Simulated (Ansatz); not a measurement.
# An added H started as a split pair with an O atom in rocksalt MgO, 65 atoms, charge +1

All numbers come from Ansatz (PAW, plane waves, no spin–orbit coupling) at the single k point (¼, ¼, ¼) without its symmetry partners. The atoms were relaxed with PBEsol in a fixed cell; other functionals are single points on those atoms unless said otherwise. The valence top and gap of the host come from its small cell on a dense mesh, with the band extrema sought between the mesh points, lined up by the mean potential, PBEsol gap 4.62 eV, HSE06 gap 6.46 eV. The charge correction uses an assumed dielectric constant of 9.8.

Cell: a = 8.429 Å, b = 8.429 Å, c = 8.429 Å, α = 90.00°, β = 90.00°, γ = 90.00°.

Nearest atoms after relaxation, from the placed atom (for vacancies from the middle of the vacant sites): O at 0.99 Å, Mg at 1.93 Å, Mg at 1.93 Å, Mg at 1.93 Å, O at 2.17 Å, O at 2.18 Å, O at 2.18 Å, Mg at 2.63 Å.

Chemical potentials μ are those of reference phases of the elements at zero temperature by the same functional (the usual solids, diamond for C, grey Sn, and the molecules H2, N2, O2, F2, Cl2, Br2 and S8).

| functional | E(defect) − E(host) − Σ nμ + q·E_VBM (eV) | monopole (eV) | alignment (eV) | formation energy at E_F = VBM (eV) | moment (μB) | wall time, shared host |
| --- | --- | --- | --- | --- | --- | --- |
| PBEsol | -0.77 | 0.25 | -0.06 | -0.58 | 0 (no spin) | 13 s on NVIDIA H100 (relaxation) |

Problem. Estimate the formation energy and moment that HSE06 gives on these atoms.

Solution. -1.50 eV at E_F = VBM (-1.69 eV before the monopole term 0.25 eV and the alignment -0.06 eV), moment 0 (no spin).

Problem. How does the monopole term follow by hand for this cubic cell?

Solution. q²·α·e²/(4πε₀)/(2εL) with the Madelung constant α = 2.837 and e²/4πε₀ = 14.40 eV·Å: 1 × 2.837 × 14.40 / (2 × 9.8 × 8.429) = 0.25 eV.

HSE06 one-electron levels near the gap (the ten most localised at most), from the host's valence top, not corrected for the charge's images:

```tsv
level (eV)	spin	filling	atoms sharing it	element of the atom with most weight
-0.04	both	2.00	33.2	spread
-0.02	both	2.00	33.8	spread
```

All elements are taken at their own reference at once; growth conditions in equilibrium with the host shift these energies, by up to the host's formation enthalpy.

One k point and a cell of this size can leave errors of several tenths of an eV in such numbers.
